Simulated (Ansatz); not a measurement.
Two Ansatz runs on Sr

The structure is an experimental refinement, used without relaxation. It was measured hot, at 887 K. The listed cell was then made from it by scaling, straining or moving an atom.

First run: DFT, PBE, PAW with Ansatz's default frozen-core files, scalar-relativistic (Ansatz 0.2.0).

Command: `ansatz run input.yaml --threads 1 --pin off --max-ram 2048MiB --backend cpu --events-out ev --progress --plain --runs-dir out` The run took 7.6 s on 1 thread of Arm Neoverse N1, on a shared host, peak memory 0.37 GiB.

```yaml
crystal:
  lattice:
    - [-2.475005261, 2.475005261, 2.328]
    - [2.475005261, -2.475005261, 2.328]
    - [2.475005261, 2.475005261, -2.328]
  atoms:
    - { symbol: Sr, position: [0.0, 0.0, 0.0] }
kpoints:
  mp_grid: { grid: [12, 12, 12] }
scf:
  occupations: { method: fermi_dirac, width: 0.05 }
hamiltonian:
  xc: pbe
  pseudopotentials: { kind: paw }
output:
  forces: true
  stress: true
  eigenvalues: true
  efg: { contact_densities: true }
```

Result: converged; pressure -0.56 GPa; no gap on the k mesh; 6 SCF iterations.

A second input differs as follows:

```diff
@@ -10,4 +10,6 @@
 scf:
   occupations: { method: fermi_dirac, width: 0.05 }
+  NELM: 60
+  max_iter: 80
 hamiltonian:
   xc: pbe
```

Task: What is wrong with it, and what does the program do?

Result: The fault is a keyword of another program. The run refused before any iteration. The log ends:
```
Error: YAML parse error: error: line 12 column 3: unknown field `NELM`, expected one of max_iter, algorithm, n_extra_bands, self_checks, convergence, lower_state_search, omitted_lower_state_checks, lower_solution_reach, mixing, occupations, eigensolver, initial_density, exx
  --> <input>:12:3
   |
10 | scf:
11 |   occupations: { method: fermi_dirac, width: 0.05 }
12 |   NELM: 60
   |   ^ unknown field `NELM`, expected one of max_iter, algorithm, n_extra_bands, self_checks, convergence, lower_state_search, omitted_lower_state_checks, lower_solution_reach, mixing, occupations, eigensolver, initial_density, exx
13 |   max_iter: 80
14 | hamiltonian:
   |
```
